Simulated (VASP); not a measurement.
Input of a VASP 6.6.1 run:

INCAR

```
SYSTEM = MoSe2
PREC = Accurate ; ENCUT = 600
EDIFF = 1E-7 ; ISMEAR = 0
SIGMA = 0.03 ; LREAL = .False.
LASPH = .True. ; NELM = 80
ALGO = Normal ; ISIF = 4
LWAVE = .False. ; LCHARG = .False.
IBRION = 2 ; NSW = 40
EDIFFG = -0.01 ; KPAR = 2
```

KPOINTS

```
Automatic mesh
0
Gamma
  9 9 2
  0 0 0
```

Contents of POSCAR:

```
MoSe2                                   
1.0
    3.2299822004      0.0000000000      0.0000000000
   -1.6149911002      2.7972466392      0.0000000000
    0.0000000000      0.0000000000     12.6532767453
  Mo              Se            
     2     4
Direct
     0.3333333332999970    0.6666666667000030    0.2500000000000000
     0.6666666667000030    0.3333333332999970    0.7500000000000000
     0.3333333332999970    0.6666666667000030    0.6196545790875803
     0.6666666667000030    0.3333333332999970    0.1196545790875803
     0.3333333332999970    0.6666666667000030    0.8803454209124197
     0.6666666667000030    0.3333333332999970    0.3803454209124197
```

Potentials or basis: VASP PAW LDA potentials, release 64 (Mo_sv, Se).

The run is started by

```sh
$ cat potpaw_LDA.64/Mo_sv/POTCAR potpaw_LDA.64/Se/POTCAR > POTCAR
$ mpirun -np 2 vasp_std > vasp.out
```

Question: What does it give for the energy gained by relaxing?

Answer: 2.4 meV/atom.

Question: Estimate the band gap on the k mesh.

Answer: 0.75 eV, indirect (least direct gap 1.53 eV).

Final structure:
```
Mo Se
1.0
     3.24166    0.00000    0.00000
    -1.62083    2.80736    0.00000
     0.00000    0.00000   12.56230
Mo Se
2 4
Direct
  0.33333 0.66667 0.25000
  0.66667 0.33333 0.75000
  0.33333 0.66667 0.61772
  0.66667 0.33333 0.11772
  0.33333 0.66667 0.88228
  0.66667 0.33333 0.38228
```

Caveat: an odd mesh through Γ misses points on the zone boundary, where band edges often lie.
